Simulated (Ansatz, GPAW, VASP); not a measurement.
**One calculation of Mg, 3 ways**

```
CELL_PARAMETERS angstrom
3.20930 0.00000 0.00000
-1.60465 2.77934 0.00000
0.00000 0.00000 5.21030
ATOMIC_POSITIONS crystal
Mg 0.66667 0.33333 0.75000
Mg 0.33333 0.66667 0.25000
```

Alike in all runs: task single point; functional PBEsol; k mesh 10 × 10 × 5; occupations gaussian, width 0.1 eV; no spin polarisation; no spin-orbit coupling. Pressure is positive in compression and, in plane waves, holds the error of the finite cutoff.

```csv
program and potentials,plane-wave cutoff (eV),notes,pressure (GPa)
"VASP, PBE PAW files Mg, release 54, 520 eV",520,potentials made for PBE; 2 valence electrons an atom on average,-1.10
"Ansatz, all-electron LAPW, scalar-relativistic",-,-,-1.06
"GPAW, PAW data sets generated for this functional",800,10 valence electrons an atom on average,-1.08
```

The pressure spans -1.10 (VASP, PBE PAW files Mg, release 54, 520 eV) to -1.06 GPa (Ansatz, all-electron LAPW, scalar-relativistic), with all-electron results at -1.06.

Differences between rows come from potentials, basis sets and numerical settings, since the functional is the same but for its coding. Runs on potential files found faulty are left out.
